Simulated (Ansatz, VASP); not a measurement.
## SiC in VASP and in Ansatz

```
Si C
1.0
     0.00000    2.02866    2.02866
     2.02866    0.00000    2.02866
     2.02866    2.02866    0.00000
Si C
1 1
Direct
  0.00000 0.00000 0.00000
  0.50000 0.50000 0.50000
```

Alike in both runs: task relaxation of cell and atoms; functional r2SCAN; k mesh 18 × 18 × 18; occupations gaussian, width 0.1 eV; no spin polarisation.

|  | VASP | Ansatz |
| --- | --- | --- |
| version | VASP 6.6.1 | Ansatz 0.2.0 |
| potentials or method | VASP PAW PBE potentials, release 64 (Si, C) | scalar-relativistic, plane waves, PAW |
| plane-wave cutoff (eV) | 600 | 500 |
| valence electrons in the cell | 8 | 8 |

```tsv
	VASP	Ansatz	Ansatz less VASP
gap on the k mesh at the Fermi level, each at its own relaxed structure (eV)	none	none	-
relaxed volume (Å³/atom)	8.16	8.16	-0.003
relaxed cell length with the largest relative difference (Å)	2.847	2.847	-0.0003
energy change over the relaxation (meV/atom)	-3	-3	-0.1
```

A gap of «none» marks a metal or a gap that the smearing closes.

Caveats: the PAW data sets were made with another functional, which shifts forces and pressure a little (VASP).
